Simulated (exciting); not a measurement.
# C (Fd-3m) in exciting: settings compared

The runs below take C through band structure, optical spectrum, density of states, equation of state, with revPBE, BLYP, PBEsol (libxc), AM05, LDA-vBH.

Everything below comes from runs of exciting (release sodium). Logs are shortened: lines on timing, memory, paths and dates and some standing lists are left out, and cuts for length are marked.

**Experimental background.**

From “Equation of state of cubic boron nitride at high pressures and temperatures”, 2007, arxiv:cond-mat/0702656, for a bulk crystal of C: bulk modulus 442 ± 5 GPa.

The runs below are set against these values where they give the same quantity.

**1. Starting point**

Symmetry: Fd-3m, No. 227, cubic system. The conventional cell has a = 3.567 Å, b = 3.567 Å, c = 3.567 Å, α = 90.00°, β = 90.00°, γ = 90.00°. C (site symmetry -43m) is surrounded by 4 C at 1.54 Å.

This isn't the form of C at room conditions, which is graphite.

**2. Band structure, revPBE**

Contents of input.xml:

```xml
<input>
  <title>C</title>
  <structure speciespath="./" tshift="false">
    <crystal scale="1">
      <basevect>0.000000000000 3.370080878874 3.370080878874</basevect>
      <basevect>3.370080878874 0.000000000000 3.370080878874</basevect>
      <basevect>3.370080878874 3.370080878874 0.000000000000</basevect>
    </crystal>
    <species speciesfile="C.xml" rmt="1.4">
      <atom coord="0.750000000000 0.750000000000 0.750000000000"/>
      <atom coord="0.500000000000 0.500000000000 0.500000000000"/>
    </species>
  </structure>
  <groundstate do="fromscratch" ngridk="13 13 13" rgkmax="7.5" gmaxvr="14" lmaxapw="10" lmaxmat="10" lmaxvr="8" xctype="GGA_PBE_R" stype="Fermi Dirac" swidth="0.00183747" nempty="10" ValenceRelativity="iora*" epsengy="1e-05" epspot="1e-05" maxscl="60" outputlevel="normal"/>
  <properties>
    <bandstructure>
      <plot1d>
        <path steps="80">
          <point coord="0 0 0" label="G"/>
          <point coord="0.5 0 0.5" label="X"/>
          <point coord="0.5 0.25 0.75" label="W"/>
          <point coord="0.375 0.375 0.75" label="K"/>
          <point coord="0 0 0" label="G"/>
          <point coord="0.5 0.5 0.5" label="L"/>
          <point coord="0.625 0.25 0.625" label="U"/>
          <point coord="0.5 0.25 0.75" label="W"/>
          <point coord="0.5 0.5 0.5" label="L"/>
          <point coord="0.375 0.375 0.75" label="K" breakafter="true"/>
          <point coord="0.625 0.25 0.625" label="U"/>
          <point coord="0.5 0 0.5" label="X"/>
        </path>
      </plot1d>
    </bandstructure>
    <dos nwdos="300" winddos="-0.6 0.5" inttype="tetra" ngrdos="100" nsmdos="2"/>
  </properties>
</input>
```

Potentials or basis: all-electron LAPW+lo, shipped species files, valence relativity iora*.

On the command line:

```bash
OMP_NUM_THREADS=1 exciting_smp
```

INFO.OUT:

```text
================================================================================
EXCITING SODIUM started
[... 10 lines left out ...]

 Lattice vectors (cartesian) :
      0.0000000000      3.3700808789      3.3700808789
      3.3700808789      0.0000000000      3.3700808789
      3.3700808789      3.3700808789      0.0000000000

 Reciprocal lattice vectors (cartesian) :
     -0.9322009668      0.9322009668      0.9322009668
      0.9322009668     -0.9322009668      0.9322009668
      0.9322009668      0.9322009668     -0.9322009668

 Unit cell volume                           :      76.5510173320
 Brillouin zone volume                      :       3.2403254991

 Species :    1 (C)
     parameters loaded from                 :    C.xml
     name                                   :    carbon
     nuclear charge                         :      -6.00000000
     electronic charge                      :       6.00000000
     atomic mass                            :   21894.16673000
     muffin-tin radius                      :       1.40000000
     # of radial points in muffin-tin       :     250

     atomic positions (lattice) :
       1 :   0.75000000  0.75000000  0.75000000
       2 :   0.50000000  0.50000000  0.50000000

 Total number of atoms per unit cell        :       2

 Spin treatment                             :    spin-unpolarised

 Number of Bravais lattice symmetries       :      48
 Number of crystal symmetries               :      24

 k-point grid                               :      13   13   13
 Total number of k-points                   :     140
 k-point set is reduced with crystal symmetries

 R^MT_min * |G+k|_max (rgkmax)              :       7.50000000
 Species with R^MT_min                      :       1 (C)
 Maximum |G+k| for APW functions            :       5.35714286
 Maximum |G| for potential and density      :      14.00000000

 G-vector grid sizes                        :      24    24    24
 Total number of G-vectors                  :    3527

 Maximum angular momentum used for
     APW functions                          :      10
     computing H and O matrix elements      :      10
     potential and density                  :       8
     inner part of muffin-tin               :       2

 Total nuclear charge                       :     -12.00000000
 Total electronic charge                    :      12.00000000
 Total core charge                          :       4.00000000
 Total valence charge                       :       8.00000000

 Number of empty states                     :      10
 Total number of valence states             :      15

 Maximum Hamiltonian size                   :     212
 Maximum number of plane-waves              :     204
 Total number of local-orbitals             :       8

 Exchange-correlation type                  :      21
     Revised PBE, Zhang-Yang, Phys. Rev. Lett. 80, 890 (1998)
     Generalised gradient approximation (GGA)

[... 20 lines left out ...]
+ SCF iteration number :    1                                                  +
++++++++++++++++++++++++++++++++++++++++++++++++++++++++++++++++++++++++++++++++
 Total energy                               :       -77.26951707
 _______________________________________________________________
 Fermi energy                               :         0.47225275
 Kinetic energy                             :        75.47189542
 Coulomb energy                             :      -141.75798389
 Exchange energy                            :       -10.54302350
 Correlation energy                         :        -0.44040510

 DOS at Fermi energy (states/Ha/cell)       :         0.00000000

 Electron charges :
     core                                   :         4.00000000
     core leakage                           :         0.00023134
     valence                                :         8.00000000
     interstitial                           :         3.33482409
     charge in muffin-tin spheres :
                  atom     1     C          :         4.33258796
                  atom     2     C          :         4.33258796
     total charge in muffin-tins            :         8.66517591
     total charge                           :        12.00000000

 Estimated fundamental gap                  :         0.17852371
        valence-band maximum at    1      0.0000  0.0000  0.0000
     conduction-band minimum at   47      0.3077  0.3077  0.0000

++++++++++++++++++++++++++++++++++++++++++++++++++++++++++++++++++++++++++++++++
+ SCF iteration number :    2                                                  +
++++++++++++++++++++++++++++++++++++++++++++++++++++++++++++++++++++++++++++++++
 Total energy                               :       -76.93769871
 _______________________________________________________________
 Fermi energy                               :         0.48440263
 Kinetic energy                             :        75.65406299
 Coulomb energy                             :      -141.62515373
 Exchange energy                            :       -10.52472498
 Correlation energy                         :        -0.44188300

 DOS at Fermi energy (states/Ha/cell)       :         0.00000000

 Electron charges :
     core                                   :         4.00000000
     core leakage                           :         0.00023372
     valence                                :         8.00000000
     interstitial                           :         3.37219001
     charge in muffin-tin spheres :
                  atom     1     C          :         4.31393562
                  atom     2     C          :         4.31387437
     total charge in muffin-tins            :         8.62780999
     total charge                           :        12.00000000

 Estimated fundamental gap                  :         0.17066424
        valence-band maximum at    1      0.0000  0.0000  0.0000
     conduction-band minimum at   56      0.3846  0.3846  0.0000

 RMS change in effective potential (target) :   20.0571      ( 0.100000E-04)
 Absolute change in total energy   (target) :  0.331818      ( 0.100000E-04)
 Charge distance                   (target) :  0.675854E-02  ( 0.100000E-04)

++++++++++++++++++++++++++++++++++++++++++++++++++++++++++++++++++++++++++++++++
+ SCF iteration number :    3                                                  +
++++++++++++++++++++++++++++++++++++++++++++++++++++++++++++++++++++++++++++++++
 Total energy                               :       -76.69163607
 _______________________________________________________________
 Fermi energy                               :         0.49346938
 Kinetic energy                             :        75.78880323
 Coulomb energy                             :      -141.52641563
 Exchange energy                            :       -10.51099944
 Correlation energy                         :        -0.44302423
[... 227 lines left out ...]
 Electron charges :
     core                                   :         4.00000000
     core leakage                           :         0.00023726
     valence                                :         8.00000000
     interstitial                           :         3.45797224
     charge in muffin-tin spheres :
                  atom     1     C          :         4.27105944
                  atom     2     C          :         4.27096831
     total charge in muffin-tins            :         8.54202776
     total charge                           :        12.00000000

 Estimated fundamental gap                  :         0.15234869
        valence-band maximum at    1      0.0000  0.0000  0.0000
     conduction-band minimum at   56      0.3846  0.3846  0.0000

 RMS change in effective potential (target) :  0.279675E-05  ( 0.100000E-04)
 Absolute change in total energy   (target) :  0.183308E-05  ( 0.100000E-04)
 Charge distance                   (target) :  0.407876E-07  ( 0.100000E-04)

++++++++++++++++++++++++++++++++++++++++++++++++++++++++++++++++++++++++++++++++
+ SCF iteration number :   11                                                  +
++++++++++++++++++++++++++++++++++++++++++++++++++++++++++++++++++++++++++++++++
 Total energy                               :       -76.26448933
 _______________________________________________________________
 Fermi energy                               :         0.51044695
 Kinetic energy                             :        76.02167542
 Coulomb energy                             :      -141.35518056
 Exchange energy                            :       -10.48571124
 Correlation energy                         :        -0.44527296

 DOS at Fermi energy (states/Ha/cell)       :         0.00000000

 Electron charges :
     core                                   :         4.00000000
     core leakage                           :         0.00023726
     valence                                :         8.00000000
     interstitial                           :         3.45797224
     charge in muffin-tin spheres :
                  atom     1     C          :         4.27105944
                  atom     2     C          :         4.27096832
     total charge in muffin-tins            :         8.54202776
     total charge                           :        12.00000000

 Estimated fundamental gap                  :         0.15234869
        valence-band maximum at    1      0.0000  0.0000  0.0000
     conduction-band minimum at   56      0.3846  0.3846  0.0000

 RMS change in effective potential (target) :  0.687289E-07  ( 0.100000E-04)
 Absolute change in total energy   (target) :  0.471415E-07  ( 0.100000E-04)
 Charge distance                   (target) :  0.222380E-08  ( 0.100000E-04)

++++++++++++++++++++++++++++++++++++++++++++++++++++++++++++++++++++++++++++++++
| Convergency criteria checked for the last 2 iterations                       +
| Convergence targets achieved. Performing final SCF iteration                 +
++++++++++++++++++++++++++++++++++++++++++++++++++++++++++++++++++++++++++++++++
 Total energy                               :       -76.26448936
 _______________________________________________________________
 Fermi energy                               :         0.51044695
 Kinetic energy                             :        76.02167541
 Coulomb energy                             :      -141.35518057
 Exchange energy                            :       -10.48571124
 Correlation energy                         :        -0.44527296

 DOS at Fermi energy (states/Ha/cell)       :         0.00000000

 Electron charges :
     core                                   :         4.00000000
     core leakage                           :         0.00023726
     valence                                :         8.00000000
     interstitial                           :         3.45797224
     charge in muffin-tin spheres :
                  atom     1     C          :         4.27105944
                  atom     2     C          :         4.27096832
     total charge in muffin-tins            :         8.54202776
     total charge                           :        12.00000000

 Estimated fundamental gap                  :         0.15234869
        valence-band maximum at    1      0.0000  0.0000  0.0000
     conduction-band minimum at   56      0.3846  0.3846  0.0000

++++++++++++++++++++++++++++++++++++++++++++++++++++++++++++++++++++++++++++++++
[... 9 lines left out ...]
| EXCITING SODIUM stopped                                                      =
================================================================================
```

It took 99 s on 1 thread of Arm Neoverse V1, shared host; peak memory 0.12 GiB.

Results:

- Free energy: -2075.2625 eV
- Band gap on the k mesh: 4.15 eV, indirect (least direct gap 5.60 eV)
- Band gap along the path: 4.14 eV, indirect (least direct gap 5.60 eV)
- All electrons inside the program's atomic spheres: C 4.27 (radii C 1.4 bohr)

Levels at the corners of the path, in eV from the valence-band top:
```tsv
point	band 2	band 3	band 4	band 5	band 6	band 7
Γ	0.00	0.00	0.00	5.60	5.60	5.60
X	-12.82	-6.31	-6.31	4.76	4.76	16.90
W	-12.03	-8.33	-8.33	10.67	10.67	12.33
K	-11.78	-9.32	-5.37	5.69	10.77	14.43
Γ	0.00	0.00	0.00	5.60	5.60	5.60
L	-13.39	-2.81	-2.81	8.48	8.48	8.81
U	-11.78	-9.32	-5.37	5.69	10.77	14.43
W	-12.03	-8.33	-8.33	10.67	10.67	12.33
L	-13.39	-2.81	-2.81	8.48	8.48	8.81
K	-11.78	-9.32	-5.37	5.69	10.77	14.43
U	-11.78	-9.32	-5.37	5.69	10.77	14.43
X	-12.82	-6.31	-6.31	4.76	4.76	16.90
```

States per cell in windows of 1 eV (zero at the valence-band top; states under -8 eV left out):
```
from (eV)  total
     -8.0   0.55
     -7.0   0.70
     -6.0   0.75
     -5.0   0.70
     -4.0   0.65
     -3.0   0.45
     -2.0   0.23
     -1.0   0.09
      0.0   0.00
      1.0   0.00
      2.0   0.00
      3.0   0.00
      4.0   0.12
      5.0   0.37
      6.0   0.54
      7.0   0.77
```

(Continued in part 2 of 3.)
